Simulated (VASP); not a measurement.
Set up this calculation in VASP 6.6.1, as the native input.

```
Task                      : relaxation of the atoms
Functional                : PBE
Potentials or basis       : VASP PAW PBE potentials, release 64 (K_sv)
Cutoff                    : 520 eV
k mesh                    : 5 × 5 × 1
Occupations               : fermi-dirac, width 0.05 eV
Spin                      : no spin polarisation
Dipole correction         : yes
Atoms held fixed (from 0) : [0, 1]
Further INCAR settings    : ALGO = Fast; EDIFF = 1e-06; IBRION = 2; EDIFFG = -0.005; NSW = 60
```

The structure of K lies in POSCAR:

```
K
1.0
    4.7968325411      0.0000000000      0.0000000000
    0.0000000000      4.7968325411      0.0000000000
    0.0000000000      0.0000000000     25.1756184540
K
4
Selective dynamics
Direct
    0.5000000000      0.5000000000      0.2979072794  F F F
    0.0000000000      0.0000000000      0.4326357598  F F F
    0.5000000000      0.5000000000      0.5673642402  T T T
    0.0000000000      0.0000000000      0.7020927206  T T T
```

The input as run:

INCAR

```
SYSTEM = K
PREC = Accurate ; ENCUT = 520
EDIFF = 1E-6 ; ISMEAR = -1
SIGMA = 0.05 ; LREAL = .False.
LASPH = .True. ; NELM = 80
ALGO = Fast ; ISIF = 2
LWAVE = .False. ; LCHARG = .False.
LDIPOL = .True. ; IDIPOL = 3
DIPOL = 0.5 0.5 0.500 ; GGA = PE
IBRION = 2 ; NSW = 60
EDIFFG = -0.005
```

KPOINTS

```
regular mesh
0
Gamma
  5 5 1
  0 0 0
```

Potentials or basis: VASP PAW PBE potentials, release 64 (K_sv).

Run with:

```bash
$ cat potpaw_PBE.64/K_sv/POTCAR > POTCAR
$ mpirun -np 1 vasp_std > vasp.out
```

It gave:

The energy gained by relaxing is 1.0 meV/atom and the ionic steps are 21. The band gap on the k mesh is none (metal or under the smearing width).

Wall time 26 min on 1 thread of Intel(R) Xeon(R) Platinum 8488C (Sapphire Rapids), with other jobs on the host, peak memory 0.59 GiB.
